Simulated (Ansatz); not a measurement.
The cell is COD entry 9006285, as deposited and not checked against the literature; nothing was relaxed. The listed cell was then made from it by scaling, straining or moving an atom.

SiO2: DFT, PBE, all-electron PAW with datasets made for the crystal, scalar-relativistic (Ansatz 0.2.0). What sets it apart from a plain run of this crystal: equal xx and yy strain of +2 %.

Command: `ansatz run input.yaml --threads 2 --pin off --max-ram 6144MiB --backend cpu --events-out ev --progress --plain --runs-dir out` The run took 14 s on 2 threads of Intel(R) Xeon(R) Platinum 8488C (Sapphire Rapids) (shared host), peak memory 1 GiB.

```yaml
crystal:
  lattice:
    - [-2.421531, 2.421531, 3.744]
    - [2.421531, -2.421531, 3.744]
    - [2.421531, 2.421531, -3.744]
  atoms:
    - { symbol: Si, position: [0.0, 0.0, 0.0] }
    - { symbol: Si, position: [0.75, 0.25, 0.5] }
    - { symbol: O, position: [0.99838, 0.625, 0.87338] }
    - { symbol: O, position: [0.375, 0.24838, 0.37338] }
    - { symbol: O, position: [0.75162, 0.125, 0.12662] }
    - { symbol: O, position: [0.875, 0.00162, 0.62662] }
kpoints:
  mp_grid: { grid: [7, 7, 7] }
scf:
  occupations: { method: fermi_dirac, width: 0.03 }
hamiltonian:
  xc: pbe
  pseudopotentials: { kind: all_electron, datasets: crystal }
output:
  forces: true
  stress: true
  eigenvalues: true
  efg: { contact_densities: true }
```

Output (standing set-up lines are left out):

```
hamiltonian.pseudopotentials.datasets: crystal makes datasets for this crystal and solves the spheres of its atoms anew in each pass: cutoff 540.0 eV, the density's 2700.0 eV; for an error of 0.50 meV an atom under PBE, 3.0 meV for the cell; an energy difference from a run of another recipe may be off by several times the error for the cell, under r2SCAN by more, where some 0.1 meV an atom stays at smaller errors; O in spheres of 0.863 Å, 6 of its electrons in bands; Si in spheres of 0.773 Å, 4 of its electrons in bands, 8 on its site; only band paths and densities of states list, in semicore columns, the levels of the semicore shells that are solved separately: 2s of Si, 2p of Si
Crystal: 6 atoms, lattice volume = 87.816 Å³
Basis set: ecut = 540 eV, 2503 PW (Γ), exchange–correlation on 90×90×90 points (8 copies of the dense FFT grid, shifted against one another)
PAW one-centre angular grid: Si, 110 points (default); XC on its mesh's 1809 points in the sphere
PAW one-centre angular grid: O, 110 points (default); XC on its mesh's 1895 points in the sphere
iter 1 solved again at ethr=6.60e-2 eV; its pass at ethr=1.00e-1 eV (dr2=2.11e1 eV) is discarded
SCF iter   1: F=—  HF=-23990.536718 eV  |F-HF|=—  |Δ(HF+E_count)|=         —  Δρ=1.63e-1  dr2=2.04e1  ethr=6.60e-2  ⟨swp⟩=2.0  Hψ=5108  notcnv=0
preconditioner: auto → none  [insulator: Δε(μ)=7.636 eV  Ē_g=17.938 eV  σ=0.030 eV  W_gap=1.00  n_scr=14 (ndim 8)  ℏωp=22.4 eV  f_vac=0.106  D(μ)=0.00/eV (n_scr^D=0)  ε∞_Penn≈2.6]
SCF iter   2: F=—  HF=-23985.527286 eV  |F-HF|=—  |Δ(HF+E_count)|=    5.01e0  Δρ=8.10e-2  dr2=2.64e0  ethr=6.38e-2  ⟨swp⟩=4.0  Hψ=2619  notcnv=0  defer=2
iter 3 solved again at ethr=5.65e-4 eV; its pass at ethr=8.24e-3 eV (dr2=1.81e-1 eV) is discarded
SCF iter   3: F=—  HF=-23984.802879 eV  |F-HF|=—  |Δ(HF+E_count)|=   7.24e-1  Δρ=2.05e-2  dr2=1.78e-1  ethr=5.65e-4  ⟨swp⟩=3.0  Hψ=4204  notcnv=0  defer=14
SCF iter   4: F=—  HF=-23984.830434 eV  |F-HF|=—  |Δ(HF+E_count)|=   2.76e-2  Δρ=1.61e-3  dr2=2.15e-3  ethr=5.56e-4  ⟨swp⟩=3.9  Hψ=1974  notcnv=0  defer=13
SCF iter   5: F=—  HF=-23984.831759 eV  |F-HF|=—  |Δ(HF+E_count)|=   1.32e-3  Δρ=4.94e-4  dr2=1.69e-4  ethr=6.71e-6  ⟨swp⟩=4.4  Hψ=2564  notcnv=0  defer=23
SCF iter   6: F=—  HF=-23984.831745 eV  |F-HF|=—  |Δ(HF+E_count)|=   1.33e-5  Δρ=1.90e-4  dr2=1.44e-5  ethr=5.27e-7  ⟨swp⟩=3.2  Hψ=1909  notcnv=0  defer=7
SCF iter   7: F=—  HF=-23984.831754 eV  |F-HF|=—  |Δ(HF+E_count)|=   8.97e-6  Δρ=2.36e-5  dr2=2.68e-7  ethr=4.50e-8  ⟨swp⟩=3.2  Hψ=2142  notcnv=0  defer=6
SCF iter   8: F=-23984.831754 eV  HF=-23984.831754 eV  |F-HF|=5.55e-8  |Δ(HF+E_count)|=   1.31e-7  Δρ=1.10e-5  dr2=7.48e-8  ethr=8.36e-10  ⟨swp⟩=3.1  Hψ=2140  notcnv=0  defer=4
SCF 1 converged in 8 iterations: F = -23984.831750 eV  dr2 = 7.48e-8
  Residual-converged pass: ⟨swp⟩=4.0  Hψ=2307  notcnv=0  max |occ|·‖R‖ = 6.6e-6 eV (tolerance 6.7e-6 eV)  dr2=8.22e-8  dr2_onsite=4.31e-8  max |Δocc| = 0.0e0
  greatest PAW one-centre occupation: 0.762 electrons in one spin orbital (limit 2), on the O atom at site 4 (counted from 0), in its partial waves of l = 0
SCF converged after 8 iterations
Free energy (F): -23984.831750 eV
Harris-Foulkes:  -23984.831750 eV  (|F-HF|=5.55e-8)
Internal energy: -23984.831750 eV  (E = F + TS)
E sigma→0 (E₀):  -23984.831750 eV
Past the cutoff: the bands carry plane waves up to 1.75 times it, of which those up to 1.5 times it add -0.000092 eV an atom, each by itself; the spheres take 0.000121 eV an atom off the energy for waves past 1.75 times it
By the cutoff:   a pressure is off by up to 0.006 GPa (1.2 times the spheres' own share and the shells' term, over an atom's volume, and 0.004 GPa: a bound that held against runs at twice the plane waves)
Past the cutoffs: a stress includes 0.0034 GPa for waves and charges beyond them, in addition to the slope of what the spheres take
In the spheres:  the bands' charges fall short by 2.0e-7 e at most (sound up to 1e-3), those of shells solved beside the bands by 1.9e-7 e (sound up to 5e-4)
Fermi energy:    4.381734 eV
--- Per-component energies (eV) ---
  The terms above E_closure are by the made datasets' own strengths, without shells solved beside the bands.
--- Forces (eV/Å), atoms counted from 1 ---
  atom   1  Si     0.00000000    -0.00000000     0.00000000
  atom   2  Si     0.00000000     0.00000000     0.00000000
  atom   3  O     -0.00000000    -0.37662331     0.00000000
  atom   4  O     -0.37662331    -0.00000000     0.00000000
  atom   5  O      0.00000000     0.37662331     0.00000000
  atom   6  O      0.37662331     0.00000000     0.00000000
  max |Σ_I F_I| component: 1.11e-16 eV/Å
--- Stress (GPa, compression-positive) ---
       -2.502203       0.000000       0.000000
       -0.000000      -2.502203       0.000000
       -0.000000       0.000000      -3.445550
  P = ⅓ Tr σ = -2.8167 GPa (-28.167 kbar)
  It holds what live shells' own plane waves past their cutoff add
--- PAW observables at the nuclei: V_zz in 10²¹ V/m², potentials from the cell's mean, atoms counted from 1 ---
  atom   1  Si V_zz =    -0.382412   η = 0.0000   by run symmetry: allowed
            electrostatic potential = -1353.249941 V   contact ρ = 12810.561679 e/Å³
  atom   2  Si V_zz =    -0.382412   η = 0.0000   by run symmetry: allowed
            electrostatic potential = -1353.249941 V   contact ρ = 12810.561679 e/Å³
  atom   3  O  V_zz =    +9.215240   η = 0.3195   by run symmetry: allowed
            electrostatic potential = -617.723537 V   contact ρ = 2154.732878 e/Å³
  atom   4  O  V_zz =    +9.215240   η = 0.3195   by run symmetry: allowed
            electrostatic potential = -617.723537 V   contact ρ = 2154.732864 e/Å³
  atom   5  O  V_zz =    +9.215240   η = 0.3195   by run symmetry: allowed
            electrostatic potential = -617.723537 V   contact ρ = 2154.732878 e/Å³
  atom   6  O  V_zz =    +9.215240   η = 0.3195   by run symmetry: allowed
            electrostatic potential = -617.723537 V   contact ρ = 2154.732864 e/Å³
--- Band table (eV; the first three rows and the last of 40) ---
  k-point 0: bands = ["-17.4232", "-15.4208", "-15.4208", "-15.3860", "-7.2075", "-3.6996", "-3.6996", "-3.3760", "-0.9349", "-0.3838", "0.1576", "0.1576", "0.2132", "0.3907", "1.4354", "1.4354", "7.2365", "10.0340", "12.4468", "12.5403"]
  k-point 1: bands = ["-17.3395", "-15.5450", "-15.4296", "-15.3962", "-7.0243", "-3.9036", "-3.6019", "-3.2621", "-1.0041", "-0.3143", "-0.1497", "0.1230", "0.1681", "0.5581", "1.4005", "1.4033", "7.6977", "10.3198", "11.7120", "12.3265"]
  k-point 2: bands = ["-17.0991", "-15.8697", "-15.4479", "-15.4236", "-6.5234", "-4.3795", "-3.3537", "-3.0919", "-1.1500", "-0.6001", "-0.2259", "-0.1358", "0.2903", "0.7715", "1.3094", "1.3305", "8.8124", "10.9838", "11.1853", "11.8241"]
  k-point 39: bands = ["-16.5779", "-16.4865", "-15.4591", "-15.4499", "-5.3287", "-5.1140", "-3.1693", "-3.0986", "-0.9845", "-0.7199", "-0.5152", "-0.0897", "-0.0089", "0.1600", "1.2664", "1.3224", "10.2919", "10.4253", "10.8271", "11.0243"]
```
